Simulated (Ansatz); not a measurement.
# Fluorite SrF₂

Method: PBE0+SOC (plane waves, PAW; Ansatz, a program for electronic structure).

Settings: plane-wave cutoff 460 eV, 8×8×8 k mesh, Fermi–Dirac smearing 0.01 eV, PAW data made under PBE.

Cell: measured lattice: a = b = c = 5.800 Å, α = β = γ = 90.00°.

```yaml
band_gap: 9.76 eV (on the SCF k mesh) (indirect)
smallest_direct_gap_on_the_k_points_sampled: 9.83 eV
```

Measured, for comparison: band gap 11.1 eV (temperature not stated, not corrected to a static lattice; as tabulated in Aguado et al. (1999), arXiv:cond-mat/9901145). Computed (rounded) less measured: band gap -1.34 eV.

Note: cell and atoms aren't relaxed at this level (pressure 0.3 GPa).

Static lattice: no zero-point or thermal effects.

Computing time: about 5 core-minutes (a rough figure).
